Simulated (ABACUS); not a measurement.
## BN: equation of state with PBEsol

**What was measured.**

From “Effect of nanostructuration on compressibility of cubic BN”, 2012, arxiv:1208.3664, for a bulk crystal of BN at 300 K: bulk modulus 395 ± 2 GPa.

BN:

```
N B
1.0
     0.00000    1.81300    1.81300
     1.81300    0.00000    1.81300
     1.81300    1.81300    0.00000
N B
1 1
Direct
  0.25000 0.25000 0.25000
  0.00000 0.00000 0.00000
```

The cell is a database's computed one.

| Property | Result |
| --- | --- |
| Program | ABACUS 3.10.1 |
| Task | equation of state |
| Functional | PBEsol |
| Potentials or basis | PseudoDojo NC SR 0.4.1 PBEsol standard |
| Cutoff | 1143 eV |
| Density cutoff | 4572 eV |
| Basis | plane waves |
| k mesh | 13 × 13 × 13 |
| Occupations | fermi-dirac, width 0.05 eV |
| Spin | no spin polarisation |
| Radial cutoff of the potentials (pseudo_rcut) | 7 bohr |
| SCF threshold on the density | 1e-08 |
| Max SCF steps | 100 |
| Eigensolver | dav |
| Mixing | broyden |
| Mixing share | 0.7 |
| Symmetry key | 1 |
| Bands | 8 |

| Property | Result |
| --- | --- |
| Equilibrium volume | 5.87 Å³/atom |
| Bulk modulus | 385 GPa |
| Pressure derivative of the bulk modulus | 3.7 |

Energy against volume, from the lowest point:
```tsv
volume (Å³/atom)	energy (meV/atom)
5.602	15.54
5.721	4.50
5.840	0.00
5.959	1.46
6.078	8.35
6.198	20.16
6.317	36.46
```

All runs of the series together: 39 s on 4 threads of AMD EPYC 7R43 64-Core Processor (Zen 3), with other jobs on the host.

Against the measured bulk modulus of BN, 395 GPa (300 K; quoted in “Effect of nanostructuration on compressibility of cubic BN”, 2012, arxiv:1208.3664), the calculated 385 GPa is off by -2.5 %. The fit is for a static lattice scaled at fixed shape and fixed fractional positions.
